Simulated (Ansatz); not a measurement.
# Au: the cost of one run

Method: DFT PBE, scalar-relativistic, plane waves, PAW, in Ansatz 0.2.0.

The COD entry's cell or inner coordinates are ideal or old and differ from later refinements, so a difference from it is no clean test against experiment.

4 further runs of the same task are left out: 1 for a broken database entry, 3 set aside as unsound or not needed.

### Step 1. The system as given

It takes space group F-43m (No. 216, cubic). The conventional cell has a = 5.960 Å, b = 5.960 Å, c = 5.960 Å, α = 90.00°, β = 90.00°, γ = 90.00°. In (site symmetry -43m) has 4 P at 2.58 Å as nearest neighbours. P (site symmetry -43m) has 4 In at 2.58 Å as nearest neighbours.

As a file:

```xyz
2
Lattice="0.0000 2.9800 2.9800 2.9800 0.0000 2.9800 2.9800 2.9800 0.0000" Properties=species:S:1:pos:R:3 pbc="T T T"
In    0.0000    0.0000    0.0000
P     4.4701    4.4701    4.4701
```

It is the result of an earlier relaxation at this level (volume 26.46 Å³/atom; gap on the mesh: 0.44 eV).

The bulk reference comes from a run made before at the same settings: -3177.0042 eV/atom.

### Step 2. The film's bulk on the base's lattice

The (110) plane of Au is fitted to the (100) plane of InP, a strain of +1.4 % along x and -4.4 % along y; the third vector and the atoms relax.

File input.yaml:

```yaml
crystal:
  lattice:
    - [4.2144047933, 0.0, 0.0]
    - [0.0, 8.4288095866, 0.0]
    - [-2.1072023966, 1.4048015978, 1.4985836271]
  atoms:
    - { symbol: Au, position: [0.0, 0.6666666667, 0.0] }
    - { symbol: Au, position: [0.0, 0.3333333333, 0.0] }
    - { symbol: Au, position: [0.0, 0.0, 0.0] }
basis:
  ecutwfc: 420
kpoints:
  mp_grid: { grid: [8, 4, 23] }
hamiltonian:
  xc: pbe
scf:
  occupations: { method: gaussian, width: 0.1 }
output:
  forces: true
  stress: true
  eigenvalues: true
relax:
  adjacent_minimum: "off"
  f_tol: 0.01
  max_steps: 50
  cell: { fix: [a, b, gamma], stress_tol: 0.1 }
```

On the command line:

```console
$ ansatz run input.yaml --threads 4 --pin off --max-ram 10240MiB --backend cpu --events-out ev --progress --plain --runs-dir out
```

Q: Estimate wall time and peak memory on 4 threads of AMD EPYC 7R43 (Zen 3), shared host.

About 92 s, with a peak of 0.81 GiB.
